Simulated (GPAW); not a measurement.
The system is HfN.

```xyz
2
Lattice="0.0000 2.4548 2.4548 2.4548 0.0000 2.4548 2.4548 2.4548 0.0000" Properties=species:S:1:pos:R:3 pbc="T T T"
Hf    0.0000    0.0000    0.0000
N     1.2274    1.2274    1.2274
```

The cell comes from a database or a generator and needn't be the stable form of this composition.

```yaml
Program: GPAW 26.7.0
Task: relaxation of cell and atoms
Functional: PBEsol
Potentials_or_basis: PAW data sets generated in the run's folder for this functional
Cutoff: 800 eV
Basis: pw
k_mesh: 9 × 9 × 9
Occupations: fermi-dirac, width 0.05 eV
Spin: no spin polarisation
```

At the start: pressure -4.2 GPa; volume 14.79 Å³/atom.

**Question.** Where does the relaxation end?

**Answer.** Over 3 steps the energy falls by 3.3 meV/atom and the volume is 14.48 Å³/atom (-2.1 %); space group F-43m (No. 216, to 0.05 Å).

Step by step:
```csv
step,energy change (eV),largest force (eV/Å),pressure (GPa),volume (Å³)
1,0.0000,0.0000,-4.22,29.59
2,-0.0046,0.0000,-2.62,29.34
3,-0.0067,0.0000,0.06,28.95
```

Final structure:
```xyz
2
Lattice="0.0000 2.4371 2.4371 2.4371 0.0000 2.4371 2.4371 2.4371 0.0000" Properties=species:S:1:pos:R:3 pbc="T T T"
Hf    0.0000    0.0000    0.0000
N     1.2186    1.2186    1.2186
```

Caveat: later steps reuse the first step's grids.
